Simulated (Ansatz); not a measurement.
**Molecular dynamics of Nb**

Input file:

```yaml
crystal:
  lattice:
    - [6.6, 0.0, 0.0]
    - [0.0, 6.6, 0.0]
    - [0.0, 0.0, 6.6]
  atoms:
    - { symbol: Nb, position: [-0.00027355, 0.00791455, 0.0152414] }
    - { symbol: Nb, position: [0.49972683, 0.00663852, 0.01439527] }
    - { symbol: Nb, position: [-0.00065042, 0.50730979, 0.01395971] }
    - { symbol: Nb, position: [-0.00048448, 0.00764567, 0.51439065] }
    - { symbol: Nb, position: [0.29342848, 0.21898103, 0.22642267] }
    - { symbol: Nb, position: [0.49980954, 0.50787319, 0.01414436] }
    - { symbol: Nb, position: [0.49970271, 0.00730492, 0.51463009] }
    - { symbol: Nb, position: [0.72349652, 0.24056569, 0.24745975] }
    - { symbol: Nb, position: [0.04171225, 0.390074, 0.39629345] }
    - { symbol: Nb, position: [0.25057775, 0.75196222, 0.27049441] }
    - { symbol: Nb, position: [0.2512265, 0.26373771, 0.75893758] }
    - { symbol: Nb, position: [0.49915799, 0.5081195, 0.51415113] }
    - { symbol: Nb, position: [0.74836546, 0.75146603, 0.27005511] }
    - { symbol: Nb, position: [0.74777346, 0.26323434, 0.75817251] }
    - { symbol: Nb, position: [0.27466291, 0.77514191, 0.78185276] }
    - { symbol: Nb, position: [0.70807991, 0.79595698, 0.80176074] }
    - { symbol: Nb, position: [-0.04195917, 0.62334445, 0.63017563] }
basis:
  ecutwfc: 420.0
kpoints:
  mp_grid: { grid: [2, 2, 2] }
hamiltonian:
  xc: pbe
scf:
  occupations: { method: fermi_dirac, width: 0.15 }
  lower_state_search: "off"
md:
  timestep: 3
  n_steps: 280
  ensemble: nvt_langevin
  temperature: 1500.0
  initial_velocities: maxwell_boltzmann
  seed: 601601
  friction: 0.02
```

Launched with:

```bash
$ ansatz run input.yaml --threads 2 --pin off --max-ram 5120MiB --backend cpu --events-out ev --progress --plain --runs-dir out
```

It starts from a relaxed structure.

Output, in part (step lines):

```
md step     0: t =     0.00 fs  T =  1411.8 K  F+E_penalty+E_count = -77383.23493020 eV  E_kin = 3.102240 eV  (7 SCF iters)
md step     1: t =     3.00 fs  T =  1467.2 K  F+E_penalty+E_count = -77383.19859836 eV  E_kin = 3.224027 eV  (6 SCF iters)
md step     2: t =     6.00 fs  T =  1384.8 K  F+E_penalty+E_count = -77383.09087647 eV  E_kin = 3.043045 eV  (6 SCF iters)
md step     3: t =     9.00 fs  T =  1609.0 K  F+E_penalty+E_count = -77382.91262675 eV  E_kin = 3.535546 eV  (6 SCF iters)
md step     4: t =    12.00 fs  T =  1329.6 K  F+E_penalty+E_count = -77382.67264607 eV  E_kin = 2.921742 eV  (6 SCF iters)
md step     5: t =    15.00 fs  T =  1345.0 K  F+E_penalty+E_count = -77382.38589491 eV  E_kin = 2.955546 eV  (6 SCF iters)
md step     6: t =    18.00 fs  T =  1255.2 K  F+E_penalty+E_count = -77382.04785901 eV  E_kin = 2.758275 eV  (6 SCF iters)
md step     7: t =    21.00 fs  T =  1211.0 K  F+E_penalty+E_count = -77381.66956540 eV  E_kin = 2.661013 eV  (6 SCF iters)
[... lines left out ...]
md step   279: t =   837.00 fs  T =  1376.9 K  F+E_penalty+E_count = -77379.39651596 eV  E_kin = 3.025612 eV  (6 SCF iters)
md step   280: t =   840.00 fs  T =  1557.9 K  F+E_penalty+E_count = -77379.31005348 eV  E_kin = 3.423391 eV  (7 SCF iters)
```

The steps, from the saved trajectory:

```tsv
time (fs)	T (K)	potential energy less start (eV)
0	1412	0.000
27	1145	2.359
54	1053	3.013
81	1347	2.307
108	1144	2.212
135	1110	2.418
162	1634	1.706
189	1295	3.351
216	1400	3.879
243	1965	2.699
270	1494	2.737
297	1535	2.906
324	2171	2.758
351	1219	3.538
378	1632	3.976
405	1450	4.068
432	2012	2.259
459	1772	2.589
486	1071	3.491
513	1379	3.717
540	1567	4.144
567	1844	3.896
594	1560	3.518
621	992	3.644
648	1330	2.409
675	1057	2.101
702	1135	2.925
729	1171	3.703
756	1622	2.984
783	1134	3.287
810	1500	3.447
837	1377	3.838
```

The run went to its last step. A run of 0.84 ps of so small a system gives no equilibrium averages. Limits of this set-up: coarse k mesh, a small cell, in which the defect meets its images, a typed lattice constant that wasn't relaxed here.

Mean squared displacements from the first frame to the last, about the centre of mass: Nb 0.21 Å².

Last frame:

```xyz
17
Lattice="6.6000 0.0000 0.0000 0.0000 6.6000 0.0000 0.0000 0.0000 6.6000" Properties=species:S:1:pos:R:3
Nb -0.034 -0.087 0.367
Nb 3.066 -0.479 0.450
Nb -0.388 2.815 -0.082
Nb -0.279 -0.147 3.742
Nb 2.160 0.716 2.312
Nb 3.008 2.841 0.083
Nb 3.515 -0.431 3.847
Nb 4.719 1.483 2.081
Nb 0.651 2.337 1.811
Nb 1.460 4.692 1.918
Nb 1.634 1.097 5.142
Nb 3.085 2.941 3.662
Nb 4.881 4.350 2.104
Nb 4.854 1.379 5.124
Nb 1.466 4.700 5.424
Nb 4.797 4.723 5.651
Nb -0.152 3.386 3.726
```

The run took 21 min on 2 threads of Intel(R) Xeon(R) CPU @ 2.60GHz (Ice Lake) (shared host), peak memory 1.1 GiB.
